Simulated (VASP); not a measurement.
# GaSb in VASP: further runs

The runs below take GaSb through single point, with PBE.

All numbers are computed with VASP 6.6.1; they aren't measurements. Logs are shortened: lines on timing, memory, paths and dates and some standing lists are left out, and cuts for length are marked.

**What was measured.**

From a printed reference work, data compilation, for a bulk crystal of GaSb at 4.2 K: band gap 0.811 eV (direct).

The runs below are set against these values where they give the same quantity.

### Step 1. The cell of the first run

Symmetry: F-43m, No. 216, cubic system. Conventional cell: a = 6.118 Å, b = 6.118 Å, c = 6.118 Å, α = 90.00°, β = 90.00°, γ = 90.00°. Within 3.5 Å of Ga (site symmetry -43m) lie 4 Sb at 2.65 Å. Sb (site symmetry -43m) has 4 Ga at 2.65 Å within 3.5 Å.

### Step 2. Single point, PBE

File INCAR:

```
SYSTEM = GaSb
ALGO = Normal
EDIFF = 1E-6
ENCUT = 500
GGA = PE
GGA_COMPAT = .False.
ISIF = 2
ISMEAR = 0
LASPH = .True.
LCHARG = .False.
LREAL = .False.
LWAVE = .False.
NBANDS = 16
NELM = 120
PREC = Accurate
SIGMA = 0.02
```

File KPOINTS:

```
k-points
0
Gamma
  5 5 5
  0 0 0
```

File POSCAR:

```
GaSb
1.0
    0.0000000000      3.0590000000      3.0590000000
    3.0590000000      0.0000000000      3.0590000000
    3.0590000000      3.0590000000      0.0000000000
Ga Sb
1 1
Direct
    0.0000000000      0.0000000000      0.0000000000
    0.2500000000      0.2500000000      0.2500000000
```

Potentials or basis: VASP PAW PBE potentials, release 64 (Ga_d, Sb).

Run with:

```console
$ cat potpaw_PBE.64/Ga_d/POTCAR potpaw_PBE.64/Sb/POTCAR > POTCAR
$ mpirun -np 1 vasp_std > vasp.out
```

OUTCAR:

```text
SYSTEM = GaSb
   EDIFF = 1E-6
   ENCUT = 500
   GGA = PE
   ISIF = 2
   ISMEAR = 0
   LASPH = .True.
   LREAL = .False.
   NELM = 120
   PREC = Accurate

 ion  position               nearest neighbor table
   1  0.000  0.000  0.000-   2 2.65   2 2.65   2 2.65   2 2.65
   2  0.250  0.250  0.250-   1 2.65   1 2.65   1 2.65   1 2.65

  LATTYP: Found a face centered cubic cell.
 ALAT       =     6.1180000000

  Lattice vectors:

 A1 = (   0.0000000000,   3.0590000000,   3.0590000000)
 A2 = (   3.0590000000,   0.0000000000,   3.0590000000)
 A3 = (   3.0590000000,   3.0590000000,   0.0000000000)

Analysis of symmetry for initial positions (statically):
=====================================================================
 Subroutine PRICEL returns:
 Original cell was already a primitive cell.

 Routine SETGRP: Setting up the symmetry group for a
 face centered cubic supercell.

 Subroutine GETGRP returns: Found 24 space group operations
 (whereof 24 operations were pure point group operations)
 out of a pool of 48 trial point group operations.

The static configuration has the point symmetry T_d .

Analysis of symmetry for dynamics (positions and initial velocities):
=====================================================================
 Subroutine PRICEL returns:
 Original cell was already a primitive cell.

 Routine SETGRP: Setting up the symmetry group for a
 face centered cubic supercell.

 Subroutine GETGRP returns: Found 24 space group operations
 (whereof 24 operations were pure point group operations)
 out of a pool of 48 trial point group operations.

The dynamic configuration has the point symmetry T_d .

 Subroutine INISYM returns: Found 24 space group operations
 (whereof 24 operations are pure point group operations),
 and found     1 'primitive' translations

----------------------------------------------------------------------------------------

                                     Primitive cell

  volume of cell :      57.2491

  direct lattice vectors                    reciprocal lattice vectors
     0.000000000  3.059000000  3.059000000    -0.163452109  0.163452109  0.163452109
     3.059000000  0.000000000  3.059000000     0.163452109 -0.163452109  0.163452109
     3.059000000  3.059000000  0.000000000     0.163452109  0.163452109 -0.163452109

  length of vectors
     4.326079287  4.326079287  4.326079287     0.283107357  0.283107357  0.283107357

  position of ions in fractional coordinates (direct lattice)
     0.000000000  0.000000000  0.000000000
     0.250000000  0.250000000  0.250000000

  ion indices of the primitive-cell ions
   primitive index   ion index
                 1           1
                 2           2

----------------------------------------------------------------------------------------

 KPOINTS: k-points

Automatic generation of k-mesh.
 Grid dimensions read from file:
 generate k-points for:    5    5    5

 Generating k-lattice:

  Cartesian coordinates                     Fractional coordinates (reciprocal lattice)
    -0.032690422  0.032690422  0.032690422     0.200000000  0.000000000  0.000000000
     0.032690422 -0.032690422  0.032690422     0.000000000  0.200000000  0.000000000
     0.032690422  0.032690422 -0.032690422     0.000000000  0.000000000  0.200000000

  Length of vectors
     0.056621471  0.056621471  0.056621471

  Shift w.r.t. Gamma in fractional coordinates (k-lattice)
     0.000000000  0.000000000  0.000000000

 Subroutine IBZKPT returns following result:
 ===========================================

 Found     10 irreducible k-points:

 Following reciprocal coordinates:
            Coordinates               Weight
  0.000000  0.000000  0.000000      1.000000
  0.200000  0.000000  0.000000      8.000000
  0.400000  0.000000  0.000000      8.000000
  0.200000  0.200000  0.000000      6.000000
  0.400000  0.200000  0.000000     24.000000
 -0.400000  0.200000  0.000000     24.000000
 -0.200000  0.200000  0.000000     12.000000
  0.400000  0.400000  0.000000      6.000000
 -0.400000  0.400000  0.000000     12.000000
 -0.400000  0.400000  0.200000     24.000000
   k-points           NKPTS =     10   k-points in BZ     NKDIM =     10   number of bands    NBANDS=     16
   number of dos      NEDOS =    301   number of ions     NIONS =      2
   total plane-waves  NPLWV =  32768
   dimension x,y,z NGX =    32 NGY =   32 NGZ =   32
   dimension x,y,z NGXF=    64 NGYF=   64 NGZF=   64
   ions per type =               1   1
   NGX,Y,Z   is equivalent  to a cutoff of  12.30, 12.30, 12.30 a.u.
   NGXF,Y,Z  is equivalent  to a cutoff of  24.59, 24.59, 24.59 a.u.
 SYSTEM =  GaSb
   PREC   = accura    normal or accurate (medium, high low for compatibility)
   ISTART =      0    job   : 0-new  1-cont  2-samecut
   ICHARG =      2    charge: 1-file 2-atom 10-const
   ISPIN  =      1    spin polarized calculation?
   LNONCOLLINEAR =      F non collinear calculations
   LSORBIT =      F    spin-orbit coupling
   LASPH  =      T    aspherical Exc in radial PAW
   ENCUT  =  500.0 eV  36.75 Ry    6.06 a.u.   7.89  7.89  7.89*2*pi/ulx,y,z
   NELM   =    120;   NELMIN=  2; NELMDL= -5     # of ELM steps
   EDIFF  = 0.1E-05   stopping-criterion for ELM
   LREAL  =      F    real-space projection
   EDIFFG = 0.1E-04   stopping-criterion for IOM
   NSW    =      0    number of steps for IOM
   IBRION =     -1    ionic relax: 0-MD 1-quasi-New 2-CG
   NFREE  =      0    steps in history (QN), initial steepest desc. (CG)
   ISIF   =      2    stress and relaxation
   ISYM   =      2    0-nonsym 1-usesym 2-fastsym
   POTIM  = 0.5000    time-step for ionic-motion
   TEBEG  =    0.0;   TEEND  =   0.0 temperature during run
   PSTRESS=    0.0 pullay stress
   NELECT =      18.0000    total number of electrons
   NUPDOWN=      -1.0000    fix difference up-down
   EMIN   =  10.00;   EMAX   =-10.00  energy-range for DOS
   EFERMI =   0.00;   METHOD = LEGACY
   ISMEAR =     0;   SIGMA  =   0.02  broadening in eV -4-tet -1-fermi 0-gaus
   EFERMI_NEDOS =   21; number of points for ismear=-14 and -15
   IALGO  =     38    algorithm
   IMIX   =      4    mixing-type and parameters
     AMIX     =   0.40;   BMIX     =  1.00
     AMIX_MAG =   1.60;   BMIX_MAG =  1.00
  volume/ion in A,a.u.               =      28.62       193.17
  Fermi-wavevector in a.u.,A,eV,Ry     =   1.113208  2.103657 16.860766  1.239231
  Thomas-Fermi vector in A             =   2.249790
   LORBIT       =      0    0 simple, 1 ext, 2 COOP (PROOUT), +10 PAW based schemes
   GGA     = PE    functional components
   LHFCALC =     F    Hartree Fock is set to
   AEXX    =    0.0000 exact exchange contribution
   IVDW    =     0    specifies the selected vdW correction
   LEPSILON=     F    determine dielectric tensor
   LRPA    =     F    only Hartree local field effects (RPA)
 non-spin polarized calculation
 Gauss-broadening in eV      SIGMA  =   0.02
  energy-cutoff  :      500.00
  volume of cell :       57.25
 maximum number of plane-waves:      1470
   NGX = 15   NGY = 15   NGZ = 15

 number of electron      17.9999986 magnetization

 Free energy of the ion-electron system (eV)
  ---------------------------------------------------
  ext. energy  EPLUGINS =         0.00000000
  ---------------------------------------------------
  free energy    TOTEN  =        -7.27772793 eV

  energy without entropy =       -7.27757387  energy(sigma->0) =       -7.27765090

 E-fermi :   4.9091     XC(G=0):  -9.0764

 val. band max:        4.8880355567   @ k =   0.0000   0.0000   0.0000
 cond. band min:       4.9206846939   @ k =   0.0000   0.0000   0.0000
 fundamental gap:      0.0326491372
 Fermi energy:         4.9090623811

 k-point     1 :       0.0000    0.0000    0.0000
  band No.  band energies     occupation
      1     -10.1668      2.00000
      2     -10.1668      2.00000
      3     -10.1668      2.00000
      4     -10.1176      2.00000
      5     -10.1176      2.00000
      6      -6.5889      2.00000
[... 8 lines left out ...]
     15      13.4710      0.00000
     16      13.4710      0.00000

 k-point     2 :       0.2000    0.0000    0.0000
  band No.  band energies     occupation
      1     -10.1764      2.00000
      2     -10.1627      2.00000
      3     -10.1627      2.00000
      4     -10.1180      2.00000
      5     -10.1180      2.00000
      6      -6.1867      2.00000
[... 8 lines left out ...]
     15      12.4120      0.00000
     16      12.4120      0.00000

 k-point     3 :       0.4000    0.0000    0.0000
  band No.  band energies     occupation
      1     -10.1916      2.00000
      2     -10.1570      2.00000
      3     -10.1570      2.00000
      4     -10.1175      2.00000
      5     -10.1175      2.00000
      6      -5.2212      2.00000
[... 8 lines left out ...]
     15      13.7186      0.00000
     16      13.7186      0.00000

 k-point     4 :       0.2000    0.2000    0.0000
  band No.  band energies     occupation
      1     -10.1836      2.00000
      2     -10.1585      2.00000
      3     -10.1585      2.00000
      4     -10.1211      2.00000
      5     -10.1162      2.00000
      6      -6.0475      2.00000
[... 8 lines left out ...]
     15      13.0403      0.00000
     16      13.9836      0.00000

 k-point     5 :       0.4000    0.2000    0.0000
  band No.  band energies     occupation
      1     -10.1958      2.00000
      2     -10.1535      2.00000
      3     -10.1521      2.00000
      4     -10.1226      2.00000
      5     -10.1157      2.00000
      6      -5.2162      2.00000
[... 8 lines left out ...]
     15      14.0510      0.00000
     16      14.7820      0.00000

 k-point     6 :      -0.4000    0.2000    0.0000
  band No.  band energies     occupation
      1     -10.1981      2.00000
      2     -10.1531      2.00000
      3     -10.1518      2.00000
      4     -10.1198      2.00000
      5     -10.1177      2.00000
      6      -4.6922      2.00000
[... 8 lines left out ...]
     15      13.3275      0.00000
     16      14.4345      0.00000

 k-point     7 :      -0.2000    0.2000    0.0000
  band No.  band energies     occupation
      1     -10.1882      2.00000
      2     -10.1580      2.00000
      3     -10.1563      2.00000
      4     -10.1195      2.00000
      5     -10.1175      2.00000
      6      -5.5650      2.00000
[... 8 lines left out ...]
     15      13.7313      0.00000
     16      14.2122      0.00000

 k-point     8 :       0.4000    0.4000    0.0000
  band No.  band energies     occupation
      1     -10.2076      2.00000
      2     -10.1447      2.00000
      3     -10.1447      2.00000
      4     -10.1282      2.00000
      5     -10.1139      2.00000
      6      -4.6229      2.00000
[... 8 lines left out ...]
     15      15.5180      0.00000
     16      16.1851      0.00000

 k-point     9 :      -0.4000    0.4000    0.0000
  band No.  band energies     occupation
      1     -10.2073      2.00000
      2     -10.1463      2.00000
      3     -10.1444      2.00000
      4     -10.1262      2.00000
      5     -10.1152      2.00000
      6      -4.1446      2.00000
[... 8 lines left out ...]
     15      14.1859      0.00000
     16      16.7969      0.00000

 k-point    10 :      -0.4000    0.4000    0.2000
  band No.  band energies     occupation
      1     -10.2029      2.00000
      2     -10.1508      2.00000
      3     -10.1461      2.00000
      4     -10.1234      2.00000
      5     -10.1167      2.00000
      6      -4.4122      2.00000
[... 8 lines left out ...]
     15      14.2727      0.00000
     16      16.6327      0.00000

------------------------ aborting loop because EDIFF is reached ----------------------------------------

  FORCE on cell =-STRESS in cart. coord.  units (eV):
  Direction    XX          YY          ZZ          XY          YZ          ZX
  --------------------------------------------------------------------------------------
  -------------------------------------------------------------------------------------
  Total        0.8673033      0.8673033      0.8673033     -0.0000000      0.0000000     -0.0000000
  in kB       24.2724240     24.2724240     24.2724240     -0.0000000      0.0000000     -0.0000000
  external PRESSURE =      24.2724240 kB  Pullay stress =       0.0000000 kB

 VOLUME and BASIS-vectors are now :
 -----------------------------------------------------------------------------
  energy-cutoff  :      500.00
  volume of cell :       57.25
      direct lattice vectors                 reciprocal lattice vectors
     0.000000000  3.059000000  3.059000000    -0.163452109  0.163452109  0.163452109
     3.059000000  0.000000000  3.059000000     0.163452109 -0.163452109  0.163452109
     3.059000000  3.059000000  0.000000000     0.163452109  0.163452109 -0.163452109

 POSITION                                       TOTAL-FORCE (eV/Angst)
 -----------------------------------------------------------------------------------
      0.00000      0.00000      0.00000        -0.000000      0.000000      0.000000
      1.52950      1.52950      1.52950         0.000000     -0.000000     -0.000000
 -----------------------------------------------------------------------------------
    total drift:                                0.000001      0.000001      0.000001

  FREE ENERGIE OF THE ION-ELECTRON SYSTEM (eV)
  ---------------------------------------------------
  free  energy   TOTEN  =        -7.2777279313 eV

  energy  without entropy=       -7.2775738656  energy(sigma->0) =       -7.27765090
```

Run time: 17 s. Hardware: 1 thread of Intel Xeon 8259CL, shared host; peak memory 0.18 GiB.

What came out:

```yaml
Free_energy: -7.2777 eV
Pressure: 2.4 GPa
Band_gap_on_the_k_mesh: 0.03 eV, direct
```

Levels at points of the mesh, in eV from the valence-band top:
```tsv
k point	band 5	band 6	band 7	band 8	band 9	band 10	band 11	band 12	band 13	band 14
(0.00, 0.00, 0.00)	-15.01	-11.48	0.00	0.00	0.00	0.03	2.76	2.76	2.76	5.81
```

Caveat: spin-orbit coupling is left out, which moves the levels of the heavy elements.

(Continued in part 2 of 3.)
